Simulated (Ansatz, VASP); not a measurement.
# ZnS: VASP beside Ansatz

POSCAR

```
ZnS
1.0
    0.0000000000      2.6951814900      2.6951814900
    2.6951814900      0.0000000000      2.6951814900
    2.6951814900      2.6951814900      0.0000000000
Zn S
1 1
Direct
    0.2500000000      0.2500000000      0.2500000000
    0.0000000000      0.0000000000      0.0000000000
```

File INCAR.step1:

```
ALGO     = Normal         # electronic algorithm
EDIFF    = 1E-4           # SCF threshold, eV
ENCUT    = 520            # plane-wave cutoff, eV
GGA      = PE             # functional
ISMEAR   = -1             # smearing method
LASPH    = T              # aspherical terms in the spheres
LCHARG   = F              # write CHGCAR
LREAL    = F              # projectors in reciprocal space
LWAVE    = T              # write WAVECAR
NBANDS   = 16             # bands
NELM     = 60             # most SCF steps
PREC     = Accurate       # precision mode
SIGMA    = 0.02           # smearing width, eV
```

File INCAR.step2:

```
ALGO     = Normal         # electronic algorithm
EDIFF    = 1E-6           # SCF threshold, eV
ENCUT    = 520            # plane-wave cutoff, eV
ISIF     = 2              # what is computed and relaxed
ISMEAR   = -1             # smearing method
ISTART   = 1            
LASPH    = T              # aspherical terms in the spheres
LCHARG   = F              # write CHGCAR
LMIXTAU  = T            
LREAL    = F              # projectors in reciprocal space
LWAVE    = F              # write WAVECAR
METAGGA  = R2SCAN         # meta-GGA
NBANDS   = 16             # bands
NELM     = 60             # most SCF steps
PREC     = Accurate       # precision mode
SIGMA    = 0.02           # smearing width, eV
```

File KPOINTS:

```
k-points
0
Gamma
  10 10 10
```

Input for Ansatz:

```yaml
crystal:
  lattice:
    - [0.0, 2.6951815, 2.6951815]
    - [2.6951815, 0.0, 2.6951815]
    - [2.6951815, 2.6951815, 0.0]
  atoms:
    - { symbol: Zn, position: [0.25, 0.25, 0.25] }
    - { symbol: S, position: [0.0, 0.0, 0.0] }
  symmetry: { tolerance: 0.0003 }
hamiltonian:
  xc: r2scan
  pseudopotentials: { kind: paw, azcp: { folder: soft_1 } }
basis:
  ecutwfc: 500
magnetization:
  spin_polarized: false
scf:
  occupations: { method: fermi_dirac, width: 0.02 }
kpoints:
  mp_grid: { grid: [10, 10, 10], shift: [0, 0, 0] }
  band_path:
    path:
      - [0.0, 0.0, 0.0]
      - [-0.5, -0.5, 0.0]
      - [-0.375, -0.375, 0.25]
      - [-0.375, 0.0, 0.375]
      - [0.0, 0.0, 0.0]
      - [0.0, 0.0, 0.5]
      - [-0.5, -0.25, 0.25]
      - [-0.5, -0.5, 0.0]
    npoints: 15
output:
  forces: true
  stress: true
  eigenvalues: true
  bader: true
  populations: true
  elf: true
  write_potential: true
  write_density: true
  volumetric_format: npy
  dos:
    e_range: [-12, 8]
    de: 0.05
    projected: { site_lists: { S: [S], Zn: [Zn] } }
```

Alike in both runs: task single point; functional r2SCAN; k mesh 10 × 10 × 10; occupations fermi-dirac, width 0.02 eV; no spin polarisation.

```csv
,VASP,Ansatz
version,VASP 6.6.1,Ansatz 0.2.0
potentials or method,"VASP PAW PBE potentials, release 64 (Zn, S)",PAW plane waves
plane-wave cutoff (eV),520,500
valence electrons in the cell,18,18
```

```csv
,VASP,Ansatz,Ansatz less VASP
gap on the k mesh at the Fermi level (eV),2.71,2.70,-0.013
pressure (GPa),-0.1,0.0,+0.06
```

Caveats: the PAW data sets were made with another functional, which shifts forces and pressure a little (VASP). r2SCAN opens gaps a little over a GGA but as a rule still falls short of measured ones.
